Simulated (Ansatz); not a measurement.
Cu Kα1 powder pattern (kinematic, no thermal factors).
```tsv
2θ (°)	relative intensity
18.65	100
20.87	57
28.13	54
36.56	53
37.81	16
41.35	74
42.47	9
43.58	16
46.76	13
53.62	34
57.26	7
58.16	7
58.16	4
60.77	12
62.49	5
65.82	9
69.08	16
70.68	7
70.69	15
74.63	3
77.72	6
78.49	11
80.78	10
80.79	2
81.54	3
84.57	5
84.58	2
86.08	5
89.84	8
```

The pattern is computed from a structure relaxed with Ansatz, DFT PBE, scalar-relativistic, plane waves, PAW. No spin polarisation. Its elements are Br.

Problem. Give the structure.

Solution. Br.
Space group P6/mmm (No. 191). a = 4.911 Å, b = 4.911 Å, c = 4.755 Å, α = 90.00°, β = 90.00°, γ = 120.00°
```csv
atom,site,symmetry,x,y,z
Br,2c,-6m2,0.6667,0.3333,0.0000
```

A pattern alone doesn't exclude other cells with like lines; this is the one computed.

Another cell of Br relaxed alike, in R-3m, lies 65 meV/atom lower, so this cell isn't the stable form at this level.

The cell was found from a structure generator's guess, not taken from experiment. No dispersion correction is applied, so the spacing between layers, chains or molecules is poorly fixed.
